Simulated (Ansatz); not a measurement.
CdF2:

```
Cd F
1.0
     0.00000    2.69400    2.69400
     2.69400    0.00000    2.69400
     2.69400    2.69400    0.00000
Cd F
1 2
Direct
  0.00000 0.00000 0.00000
  0.75000 0.75000 0.75000
  0.25000 0.25000 0.25000
```

Base run:

- Program: Ansatz 0.2.0
- Functional: PBEsol
- Potentials or basis: all-electron LAPW, scalar-relativistic
- Cutoff: 293 eV
- Density cutoff: 1170 eV
- Basis error allowed: 0.002 eV/atom
- k mesh: 9 × 9 × 9
- Occupations: fermi-dirac, width 0.05 eV
- Spin: no spin polarisation

Its results: band gap on the k mesh 2.96 eV, indirect (least direct gap 3.42 eV); pressure -0.2 GPa.

Task: The run is repeated on the same cell with these changes: functional from PBEsol to LDA. What comes out?

Result: Band gap on the k mesh 2.82 eV, indirect (least direct gap 3.27 eV); pressure -5.7 GPa.

LDA binds more tightly than PBEsol, so the same cell stands under less pressure.

Not every run made on this cell is shown here.
